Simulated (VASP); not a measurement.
# Si in VASP: one cell, several levels of theory, part 2 of 2

VASP 6.6.1, plane waves, PAW. The steps go on from the part before.

### Step 3. Single point with r2SCAN

The input, INCAR:

```
ENCUT = 520.000000
SIGMA = 0.010000
EDIFF = 1.00e-07
ALGO = Normal
METAGGA = R2SCAN
PREC = Accurate
IBRION = -1
ISIF = 2
ISMEAR = 0
NBANDS = 11
NELM = 120
NSW = 0
LASPH = .TRUE.
LCHARG = .FALSE.
LWAVE = .FALSE.
LREAL = .FALSE.
```

The input, KPOINTS:

```
KPOINTS created by Atomic Simulation Environment
0
Gamma
8 8 8
0 0 0
```

The input, KPOINTS_OPT:

```
special points
7
Reciprocal
0.0000000000 0.0000000000 0.0000000000 1
0.5000000000 0.0000000000 0.5000000000 1
0.6250000000 0.2500000000 0.6250000000 1
0.3750000000 0.3750000000 0.7500000000 1
0.5000000000 0.5000000000 0.5000000000 1
0.5000000000 0.2500000000 0.7500000000 1
0.0000000000 0.4218750000 0.4218750000 1
```

The input, POSCAR:

```
Si
 1.0000000000000000
     0.0000000000000000    2.6676765176999999    2.7620476182000000
     2.6676765176999999    0.0000000000000000    2.7620476182000000
     2.6676765176999999    2.6676765176999999    0.0000000000000000
 Si
   2
Cartesian
  0.0000000000000000  0.0000000000000000  0.0000000000000000
  1.3338382588500000  1.3338382588500000  1.3810238091000000
```

Command:

```
$ mpirun -np 1 vasp_std
```

Printed to the terminal (iteration lines stand in OSZICAR):

```text
POSCAR found type information on POSCAR Si
 POSCAR found :  1 types and       2 ions
 -----------------------------------------------------------------------------
|                                                                             |
|                                                                             |
|     You enforced a specific xc type in the INCAR file but a different       |
|     I HOPE YOU KNOW WHAT YOU ARE DOING!                                     |
|                                                                             |
 -----------------------------------------------------------------------------

 LDA part: xc-table for (None), standard interpolation
 POSCAR, INCAR and KPOINTS ok, starting setup
 FFT: planning ... GRIDC
 FFT: planning ... GRID_SOFT
 FFT: planning ... GRID
 WAVECAR not read
 entering main loop
 Start KPOINTS_OPT (optional k-point list driver)
k-point batch [1-7\7]
```

OSZICAR:

```text
N       E                     dE             d eps       ncg     rms          rms(c)
DAV:   1    -0.887538109132E+00   -0.88754E+00   -0.32386E+03  1298   0.581E+02
DAV:   2    -0.181469807503E+02   -0.17259E+02   -0.16347E+02  1788   0.865E+01
DAV:   3    -0.186918711006E+02   -0.54489E+00   -0.54315E+00  1643   0.126E+01
DAV:   4    -0.186957441104E+02   -0.38730E-02   -0.38726E-02  1544   0.139E+00
DAV:   5    -0.186957785833E+02   -0.34473E-04   -0.34472E-04  1625   0.121E-01    0.617E+00
DAV:   6    -0.175345116325E+02    0.11613E+01   -0.13870E-01  1517   0.218E+00    0.425E+00
DAV:   7    -0.175301969363E+02    0.43147E-02   -0.15535E-01  1409   0.192E+00    0.319E-01
DAV:   8    -0.175291776875E+02    0.10192E-02   -0.60400E-03  1475   0.432E-01    0.417E-01
DAV:   9    -0.175293190104E+02   -0.14132E-03   -0.31045E-04  1561   0.140E-01    0.295E-02
DAV:  10    -0.175293289997E+02   -0.99893E-05   -0.55245E-06  1562   0.166E-02    0.970E-03
DAV:  11    -0.175293333928E+02   -0.43932E-05   -0.13478E-06  1501   0.787E-03    0.254E-03
DAV:  12    -0.175293332233E+02    0.16956E-06   -0.45254E-08  1024   0.143E-03    0.764E-04
DAV:  13    -0.175293329464E+02    0.27687E-06   -0.53741E-09   805   0.524E-04    0.251E-04
DAV:  14    -0.175293328839E+02    0.62483E-07   -0.88222E-10   784   0.223E-04
   1 F= -.17529333E+02 E0= -.17529333E+02  d E =-.290793E-12
       N       E                     dE             ncg
DAV:   1     0.622140474084E+03   -0.16986E+04      154
DAV:   2     0.505524657197E+03   -0.11662E+03      186
DAV:   3     0.502193950796E+03   -0.33307E+01      227
DAV:   4     0.502167112409E+03   -0.26838E-01      181
DAV:   5     0.502166913149E+03   -0.19926E-03      208
DAV:   6     0.502166910957E+03   -0.21925E-05      200
DAV:   7     0.502166910931E+03   -0.26133E-07      211
```

OUTCAR, selected sections:

```text
k-points           NKPTS =     59   k-points in BZ     NKDIM =     59   number of bands    NBANDS=     11

   NELECT =       8.0000    total number of electrons

   dimension x,y,z NGX =    30 NGY =   30 NGZ =   28
   dimension x,y,z NGXF=    60 NGYF=   60 NGZF=   56

  energy-cutoff  :      520.00
  volume of cell :       39.31
      direct lattice vectors                 reciprocal lattice vectors
     0.000000000  2.667676518  2.762047618    -0.187429022  0.187429022  0.181025119
     2.667676518  0.000000000  2.762047618     0.187429022 -0.187429022  0.181025119
     2.667676518  2.667676518  0.000000000     0.187429022  0.187429022 -0.181025119

 k-points in reciprocal lattice and weights: KPOINTS created by Atomic Simulation Env
   0.00000000  0.00000000  0.00000000       0.002
   0.12500000  0.00000000  0.00000000       0.016
   0.25000000  0.00000000  0.00000000       0.016
   0.37500000  0.00000000  0.00000000       0.016
   0.50000000  0.00000000  0.00000000       0.008
   0.12500000  0.12500000  0.00000000       0.004
   0.25000000  0.12500000  0.00000000       0.016
   0.37500000  0.12500000  0.00000000       0.016
[... 51 more k-points ...]

 E-fermi :   6.0652

 k-point     1 :       0.0000    0.0000    0.0000
  band No.  band energies     occupation
      1      -6.7286      2.00000
      2       5.7470      2.00000
      3       6.0226      2.00000
      4       6.0226      2.00000
      5       8.6562      0.00000
      6       8.6562      0.00000
      7       8.7936      0.00000
      8      10.1272      0.00000
      9      13.7208      0.00000
     10      14.4037      0.00000
     11      14.7217      0.00000

 k-point     2 :       0.1250    0.0000    0.0000
  band No.  band energies     occupation
      1      -6.5102      2.00000
      2       4.2795      2.00000
      3       5.5184      2.00000
      4       5.7282      2.00000
      5       8.7484      0.00000
      6       9.1230      0.00000
      7       9.2215      0.00000
      8      11.3846      0.00000
      9      13.3149      0.00000
     10      13.8466      0.00000
     11      15.5223      0.00000

 k-point     3 :       0.2500    0.0000    0.0000
  band No.  band energies     occupation
      1      -5.8727      2.00000
      2       1.8226      2.00000
      3       4.9723      2.00000
      4       5.2554      2.00000
      5       8.3276      0.00000
      6       9.6842      0.00000
      7       9.7545      0.00000
      8      13.3983      0.00000
      9      13.6498      0.00000
     10      13.7342      0.00000
     11      15.7446      0.00000

 k-point     4 :       0.3750    0.0000    0.0000
  band No.  band energies     occupation
      1      -4.9140      2.00000
      2      -0.3310      2.00000
      3       4.5900      2.00000
      4       4.9327      2.00000
      5       7.9586      0.00000
      6       9.5588      0.00000
      7       9.7611      0.00000
      8      14.4935      0.00000
      9      14.9835      0.00000
     10      15.1340      0.00000
     11      16.6351      0.00000

 k-point     5 :       0.5000    0.0000    0.0000
  band No.  band energies     occupation
      1      -4.2255      2.00000
      2      -1.4284      2.00000
      3       4.4579      2.00000
      4       4.8238      2.00000
      5       7.8246      0.00000
      6       9.4338      0.00000
      7       9.6523      0.00000
      8      14.3165      0.00000
      9      16.9473      0.00000
     10      17.3221      0.00000
     11      17.9448      0.00000

 k-point     6 :       0.1250    0.1250    0.0000
  band No.  band energies     occupation
      1      -6.4483      2.00000
      2       4.4335      2.00000
      3       5.1750      2.00000
      4       5.1750      2.00000
      5       8.2864      0.00000
      6       9.8814      0.00000
      7       9.8814      0.00000
      8      11.0537      0.00000
      9      12.5148      0.00000
     10      14.7150      0.00000
     11      15.7649      0.00000

 k-point     7 :       0.2500    0.1250    0.0000
  band No.  band energies     occupation
      1      -5.9577      2.00000
      2       2.5589      2.00000
      3       4.5629      2.00000
      4       4.6497      2.00000
      5       8.4877      0.00000
      6      10.0063      0.00000
      7      10.7546      0.00000
      8      10.9870      0.00000
      9      13.9913      0.00000
     10      14.7790      0.00000
     11      16.8205      0.00000

 k-point     8 :       0.3750    0.1250    0.0000
  band No.  band energies     occupation
      1      -5.0920      2.00000
      2       0.4016      2.00000
      3       3.8542      2.00000
      4       4.3889      2.00000
      5       8.6368      0.00000
      6       9.7320      0.00000
      7      10.8448      0.00000
      8      12.0349      0.00000
      9      15.7772      0.00000
     10      16.0122      0.00000
     11      16.6636      0.00000

 k-point     9 :       0.5000    0.1250    0.0000
  band No.  band energies     occupation
      1      -4.1542      2.00000
      2      -1.1771      2.00000
      3       3.3525      2.00000
      4       4.4359      2.00000
      5       8.6491      0.00000
      6       9.5354      0.00000
      7      10.4615      0.00000
      8      14.1610      0.00000
      9      15.6440      0.00000
     10      16.9529      0.00000
     11      18.1750      0.00000

 k-point    10 :      -0.3750    0.1250    0.0000
  band No.  band energies     occupation
      1      -4.3803      2.00000
      2      -0.8244      2.00000
      3       3.1661      2.00000
      4       4.7611      2.00000
      5       8.8505      0.00000
      6       9.6576      0.00000
      7      10.1830      0.00000
      8      14.4471      0.00000
      9      14.5064      0.00000
     10      15.8535      0.00000
     11      18.1645      0.00000

 k-point    11 :      -0.2500    0.1250    0.0000
  band No.  band energies     occupation
      1      -5.3704      2.00000
      2       1.0462      2.00000
      3       3.3484      2.00000
      4       5.2755      2.00000
      5       9.1715      0.00000
      6       9.9186      0.00000
      7       9.9728      0.00000
      8      12.7158      0.00000
      9      12.8657      0.00000
     10      16.3363      0.00000
     11      17.1506      0.00000

[... the tables of k-points 12 to 59 left out ...]

  Total        0.9035322      0.9035322     -0.0653922      0.0000000      0.0000000      0.0000000
  in kB       36.8236420     36.8236420     -2.6650722      0.0000000      0.0000000      0.0000000
  external PRESSURE =      23.6607373 kB  Pullay stress =       0.0000000 kB

 POSITION                                       TOTAL-FORCE (eV/Angst)
 -----------------------------------------------------------------------------------
      0.00000      0.00000      0.00000         0.000000     -0.000000     -0.000000
      1.33384      1.33384      1.38102        -0.000000      0.000000      0.000000
 -----------------------------------------------------------------------------------
    total drift:                               -0.000000     -0.000000     -0.000000

  FREE ENERGIE OF THE ION-ELECTRON SYSTEM (eV)
  ---------------------------------------------------
  free  energy   TOTEN  =       -17.5293328839 eV

  energy  without entropy=      -17.5293328839  energy(sigma->0) =      -17.52933288
```

Hardware: 1 MPI rank of Intel Xeon Platinum 8488C, shared host.

The levels at the points of KPOINTS_OPT are read from vasprun.xml.

Band energies at the special points (eV, zero at the top of v, the last band that the electrons fill by count):

| point | v−1 | v | c | c+1 |
| --- | --- | --- | --- | --- |
| Γ | 0.00 | 0.00 | 2.63 | 2.63 |
| X | -3.25 | -3.25 | 0.70 | 0.70 |
| U | -4.66 | -2.79 | 1.22 | 4.24 |
| K | -4.68 | -2.50 | 1.53 | 4.72 |
| L | -1.56 | -1.20 | 1.80 | 3.41 |
| W | -4.20 | -4.20 | 4.62 | 4.62 |

The r2SCAN gap is 0.54 eV and indirect (Γ to (0.00, 0.42, 0.42)), with 2.63 eV as the least direct one. The pressure is 2.37 GPa; the forces vanish within 0.01 eV/Å.

### Step 4. What came out

This closing draws on all 2 parts.

```
 level  gap (eV)  pressure (GPa)  Ansatz: gap (eV)  Ansatz: pressure (GPa)
   PBE      0.35            3.77              0.35                    3.85
r2SCAN      0.54            2.37              0.52                    2.62
```

**Reading.** The gap runs from 0.35 eV (PBE) to 0.54 eV (r2SCAN). The pressure is highest with PBE (3.8 GPa) and lowest with r2SCAN (2.4 GPa), which orders the cells that they would relax to. The two programs agree on the gap within 0.03 eV, far less than the spread between functionals. Each program uses its own PAW datasets and cutoff.
